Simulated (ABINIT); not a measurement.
# ZrS2 in ABINIT: work function with PBE

Aim: the work function of ZrS2 with PBE.

All numbers are computed with ABINIT 10.8.3 (patched build); they aren't measurements. Logs are shortened: lines on timing, memory, paths and dates and some standing lists are left out, and cuts for length are marked. The log counts tension as positive stress, the text compression.

## (1) The structure

The cell holds a slab with vacuum, 6 atoms: a = 3.630 Å, b = 3.630 Å, c = 23.766 Å, α = 90.00°, β = 90.00°, γ = 120.00°.

## (2) Work function, PBE

run.abi

```
pp_dirpath "./"
pseudos "S.GGA_PBE-JTH.xml, Zr.GGA_PBE-JTH.xml"

acell 3.6299990405 3.6299990406 23.76564 Angstrom
rprim
     1.0000000000     0.0000000000     0.0000000000
    -0.5000000000     0.8660254038     0.0000000000
     0.0000000000     0.0000000000     1.0000000000
ntypat 2
znucl 16 40
natom 6
typat 1 2 1 1 2 1
xcart
     1.8149995202     1.0478904618     7.5000000000
     0.0000000000     0.0000000000     8.9578200000
     0.0000000000     2.0957809230    10.4156400000
     1.8149995202     1.0478904618    13.3500000000
     0.0000000000     0.0000000000    14.8078200000
     0.0000000000     2.0957809230    16.2656400000 Angstrom
chkprim 0
chksymtnons 0
tolsym 1.0e-6

ecut 544.227725 eV
pawecutdg 40.0
pawxcdev 0

kptopt 1
ngkpt 8 8 1
nshiftk 1
shiftk 0.0 0.0 0.0

ixc 11

nband 29
occopt 3
tsmear 0.00183747

nstep 120
tolvrs 1.0e-9

iomode 3
prtwf 0
prteig 0
prtebands 0
enunit 2
prtvol 2
prtden 1
prtvha 1
prtvclmb 1
prtpot 1
```

Potentials or basis: JTH PAW PBE v2.0.

Started as:

```sh
> mpirun --bind-to none -np 4 abinit run.abi > log 2>&1
```

run.abo:

```text
.Version 10.8.3 of ABINIT
 Symmetries : space group P-3 m 1 (#164); Bravais hP (primitive hexag.)
================================================================================
 Values of the parameters that define the memory need of the present run
     intxc =       0    ionmov =       0      iscf =      17    lmnmax =      18
     lnmax =       6     mgfft =     192  mpssoang =       3    mqgrid =   12787
     natom =       6  nloc_mem =       2    nspden =       1   nspinor =       1
    nsppol =       1      nsym =      12    n1xccc =       1    ntypat =       2
    occopt =       3   xclevel =       2
       mpw =        7838          nfft =      172800          nkpt =          10
Pmy_natom=         2
 PAW method is used; the additional fine FFT grid is defined by:
   mgfftf=       256    nfftf =    409600
================================================================================
================================================================================

--------------------------------------------------------------------------------
------------- Echo of variables that govern the present computation ------------
--------------------------------------------------------------------------------
 -outvars: echo values of preprocessed input variables --------
            acell      6.8597040239E+00  6.8597040240E+00  4.4910550807E+01 Bohr
              amu      3.20660000E+01  9.12240000E+01
          chkprim           0
      chksymtnons           0
             ecut      2.00000000E+01 Hartree
           enunit           2
              ixc          11
         kptrlatt        8    0    0      0    8    0      0    0    1
          kptrlen      5.48776322E+01
            natom           6
            nband          29
            ngfft          30      30     192
          ngfftdg          40      40     256
             nkpt          10
            nstep         120
             nsym          12
           ntypat           2
           occopt           3
        pawecutdg      4.00000000E+01 Hartree
         pawxcdev           0
        prtebands           0
           prteig           0
           prtpot           1
         prtvclmb           1
           prtvha           1
           prtvol           2
            prtwf           0
            rprim      1.0000000000E+00  0.0000000000E+00  0.0000000000E+00
                      -5.0000000000E-01  8.6602540380E-01  0.0000000000E+00
                       0.0000000000E+00  0.0000000000E+00  1.0000000000E+00
          spgroup         164
           tolsym      1.00000000E-06
           tolvrs      1.00000000E-09
           tsmear      1.83747000E-03 Hartree
            typat      1  2  1  1  2  1
           useylm           1
           xangst      1.8149995202E+00  1.0478904616E+00  7.5000000000E+00
                       0.0000000000E+00  0.0000000000E+00  8.9578200000E+00
                      -3.3333440153E-11  2.0957809233E+00  1.0415640000E+01
                       1.8149995202E+00  1.0478904616E+00  1.3350000000E+01
                       0.0000000000E+00  0.0000000000E+00  1.4807820000E+01
                      -3.3333440153E-11  2.0957809233E+00  1.6265640000E+01
[... 423 lines left out ...]
   1.88650    1.95574    2.81853    2.91982    2.96061
 Total charge density [el/Bohr^3]
)     Maximum=    7.2260E-01  at reduced coord.    0.9750    0.9750    0.6289
)Next maximum=    7.2260E-01  at reduced coord.    0.0000    0.9750    0.6289
)     Minimum=   -2.1980E-01  at reduced coord.    0.3250    0.6500    0.4375
)Next minimum=   -2.1980E-01  at reduced coord.    0.3250    0.6750    0.4375
   Integrated=    4.8000E+01

--- !EnergyTerms
iteration_state     : {dtset: 1, }
comment             : Components of total free energy in Hartree
kinetic             :  4.20440673165643E+01
hartree             :  4.16304915408297E+02
xc                  : -2.83696292053221E+01
Ewald energy        :  2.96974238813453E+02
psp_core            :  1.15761856299824E+00
local_psp           : -8.94993011719553E+02
PAW spherical_terms :  3.02244919784018E+01
internal            : -1.36657308845160E+02
'-kT*entropy'       : -1.96812722041743E-07
total_energy        : -1.36657309041973E+02
total_energy_eV     : -3.71863481967752E+03
...

--- !EnergyTermsDC
iteration_state     : {dtset: 1, }
comment             : '"Double-counting" decomposition of free energy'
band_energy         : -2.50107175471234E+01
Ewald energy        :  2.96974238813453E+02
psp_core            :  1.15761856299824E+00
xc_dc               : -4.14096375963176E+02
PAW spherical_terms :  4.31791478448618E+00
internal            : -1.36657321349361E+02
'-kT*entropy'       : -1.96812722041743E-07
total_energy_dc     : -1.36657321546174E+02
total_energy_dc_eV  : -3.71863515993417E+03
...

--- !EnergyTermsWithPAWCore
iteration_state     : {dtset: 1, }
comment             : 'Components of total free energy, including PAW core contributions'
Total energy        : -8.79472515391146E+03
Total energy DC     : -8.79472516641566E+03
Total energy (eV)   : -2.39316663090329E+05
Total energy DC (eV): -2.39316663430586E+05
...

 Cartesian components of stress tensor (hartree/bohr^3)
  sigma(1 1)= -5.11759645E-05  sigma(3 2)=  0.00000000E+00
  sigma(2 2)= -5.11759645E-05  sigma(3 1)=  0.00000000E+00
  sigma(3 3)= -2.93698127E-05  sigma(2 1)=  9.24639031E-15

-Cartesian components of stress tensor (GPa)         [Pressure=  1.2918E+00 GPa]
- sigma(1 1)= -1.50564886E+00  sigma(3 2)=  0.00000000E+00
- sigma(2 2)= -1.50564886E+00  sigma(3 1)=  0.00000000E+00
- sigma(3 3)= -8.64089723E-01  sigma(2 1)=  2.72038195E-10

== END DATASET(S) ==============================================================
================================================================================

 -outvars: echo values of variables after computation  --------
            acell      6.8597040239E+00  6.8597040240E+00  4.4910550807E+01 Bohr
           etotal     -1.3665732155E+02
            fcart      5.2337442233E-28 -4.0792999086E-28 -3.6226754969E-03
                       2.4860285061E-28  2.2662777275E-29 -8.2336747918E-04
                      -1.3607734981E-27 -4.5325554563E-29  1.7155727357E-03
                       1.1514237291E-27 -4.5325554523E-29 -1.7155727357E-03
                       1.7009668726E-28  1.5863944090E-28  8.2336747918E-04
                      -7.3272419127E-28  3.1727888178E-28  3.6226754969E-03
            rprim      1.0000000000E+00  0.0000000000E+00  0.0000000000E+00
                      -5.0000000000E-01  8.6602540380E-01  0.0000000000E+00
                       0.0000000000E+00  0.0000000000E+00  1.0000000000E+00
           strten     -5.1175964469E-05 -5.1175964522E-05 -2.9369812743E-05
                       0.0000000000E+00  0.0000000000E+00  9.2463903127E-15
           xangst      1.8149995202E+00  1.0478904616E+00  7.5000000000E+00
                       0.0000000000E+00  0.0000000000E+00  8.9578200000E+00
                      -3.3333440153E-11  2.0957809233E+00  1.0415640000E+01
                       1.8149995202E+00  1.0478904616E+00  1.3350000000E+01
                       0.0000000000E+00  0.0000000000E+00  1.4807820000E+01
                      -3.3333440153E-11  2.0957809233E+00  1.6265640000E+01
             xred      6.6666666667E-01  3.3333333333E-01  3.1558165486E-01
                       0.0000000000E+00  0.0000000000E+00  3.7692315460E-01
                       3.3333333333E-01  6.6666666667E-01  4.3826465435E-01
                       6.6666666667E-01  3.3333333333E-01  5.6173534565E-01
                       0.0000000000E+00  0.0000000000E+00  6.2307684540E-01
                       3.3333333333E-01  6.6666666667E-01  6.8441834514E-01
 Calculation completed.
```

Wall time 2.3 min (4 MPI ranks of Intel Xeon Platinum 8375C at 2.90GHz (Ice Lake), shared host); peak memory 0.92 GiB.

Results:

| Quantity | Value |
| --- | --- |
| Free energy | -3718.6352 eV |
| Largest force | 0.186 eV/Å |
| Band gap on the k mesh | 1.00 eV, indirect (least direct gap 1.65 eV) |
| Valence electrons inside the program's atomic spheres | S 3.62; Zr 8.92 |
| Work function | 5.87 eV |

Forces on the atoms (eV/Å):
```
S    0.000  0.000 -0.186
Zr   0.000  0.000 -0.042
S    0.000  0.000  0.088
S    0.000  0.000 -0.088
Zr   0.000  0.000  0.042
S    0.000  0.000  0.186
```

Levels at points of the mesh, in eV from the valence-band top:
```csv
k point,band 22,band 23,band 24,band 25,band 26,band 27
"(0.00, 0.00, 0.00)",-0.08,0.00,0.00,1.65,1.65,1.67
"(0.50, 0.00, 0.00)",-1.04,-0.96,-0.89,1.00,1.10,3.46
```
